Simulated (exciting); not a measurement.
As: single point with LDA

As:

```
As
1.0
     1.88080    1.08588    3.51406
    -1.88080    1.08588    3.51406
     0.00000   -2.17176    3.51406
As
2
Direct
  0.22600 0.22600 0.22600
  0.77400 0.77400 0.77400
```

```
Program             : exciting (release sodium)
Task                : single point
Functional          : LDA
Potentials or basis : all-electron LAPW+lo, shipped species files, valence relativity iora*
rgkmax              : 8
k mesh              : 6 × 6 × 6
Occupations         : gaussian, width 0.027 eV
Spin                : no spin polarisation
```

| Quantity | Value |
| --- | --- |
| Largest force | 0.180 eV/Å |
| Band gap on the k mesh | none (metal or under the smearing width) |
| All electrons inside the program's atomic spheres | As 30.30 (radii As 2.0 bohr) |

Forces in eV/Å, atoms in the order of the input:
```
As   0.000  0.000  0.180
As   0.000  0.000 -0.180
```

Levels at points of the mesh, in eV from the Fermi level:
| k point | band 12 | band 13 | band 14 | band 15 | band 16 | band 17 | band 18 | band 19 |
| --- | --- | --- | --- | --- | --- | --- | --- | --- |
| (0.00, 0.00, 0.00) | -5.90 | -2.44 | -1.98 | -1.98 | 1.63 | 2.92 | 2.92 | 6.98 |
| (0.50, 0.00, 0.00) | -11.11 | -2.81 | -2.76 | -0.37 | -0.34 | 0.40 | 1.44 | 8.95 |
| (0.50, 0.50, 0.00) | -9.75 | -5.94 | -4.15 | -4.08 | 1.47 | 5.45 | 6.88 | 7.23 |
| (0.50, 0.50, 0.50) | -9.98 | -1.72 | -1.72 | -0.68 | 0.81 | 0.81 | 1.85 | 7.99 |

It took 59 s on 1 thread of Intel(R) Xeon(R) Platinum 8488C (Sapphire Rapids), with other jobs on the host, peak memory 0.14 GiB.

Caveat: rgkmax is low for these elements, so energy differences scatter by about 1 meV per atom.
